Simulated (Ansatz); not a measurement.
Two G0W0 runs on AlN (P6_3mc).

The database entry behind the starting cell differs from later determinations by our own check (inner coordinate u about 0.002 short), so it need not match the best structure at ambient conditions.

Symmetry: P6_3mc, No. 186, hexagonal system. The conventional cell has a = 3.113 Å, b = 3.113 Å, c = 4.981 Å, α = 90.00°, β = 90.00°, γ = 120.00°. Al has 4 N at 1.89 Å nearest. N has 4 Al at 1.89 Å nearest. Farther neighbours and most contacts between anions are not listed.

```cif
data_structure
_symmetry_space_group_name_H-M 'P 1'
_symmetry_Int_Tables_number 1
_cell_length_a 3.1130
_cell_length_b 3.1130
_cell_length_c 4.9810
_cell_angle_alpha 90.000
_cell_angle_beta 90.000
_cell_angle_gamma 120.000
_cell_volume 41.80
loop_
_atom_site_label
_atom_site_type_symbol
_atom_site_fract_x
_atom_site_fract_y
_atom_site_fract_z
_atom_site_occupancy
Al1 Al 0.33333 0.66667 0.00000 1
Al2 Al 0.66667 0.33333 0.50000 1
N3 N 0.33333 0.66667 0.38000 1
N4 N 0.66667 0.33333 0.88000 1
```

The cell and positions come from the Crystallography Open Database and are kept as given unless a step says otherwise. PAW set soft_1, made with PBE.

The first (Ansatz 0.2.0; start PBE, 6×6×4 mesh, 268 empty bands, screening to 200 eV; 1 × NVIDIA H100 80GB HBM3 (shared by 6 runs) with 3 threads of AMD EPYC 7R13 (Zen 3), shared host) gave, on its mesh: starting gap 4.21 eV, G0W0 gap 5.91 eV, RPA ε∞ (mean) 4.26, 18 s.

The second gave: starting gap 4.21 eV, G0W0 gap 5.81 eV, RPA ε∞ (mean) 4.27, 20 s.

Question: What was changed in the input? Choose among start, files, mesh, bands and cutoff, frequency model or another key.

Changed: empty bands from 268 to 124 and screening cutoff (eV) from 200.0 to 120. The starting gap stayed, which rules out the functional and points to the GW step. Other changes could give like numbers; this is the one that was made.

Limits: not at the basis limit.

[Paths, hosts, dates, memory and timing lines, banners, echoed tables and standing remarks are left out of the program output.]

[Logs are printed without paths, hosts, clocks, repeated set-up lines and the standing remarks that a program may print on its own settings, such as how far it seeks lower states.]

[Runs of the session that timed out or met a known fault of the program may be left out.]

[Cells called generated may have been cut or substituted from an entry of the Crystallography Open Database or the Materials Project.]

[Hosts, paths, dates, database ids (printed as entryN), source tags and the programs' standing remarks are cut or masked in the printed files.]
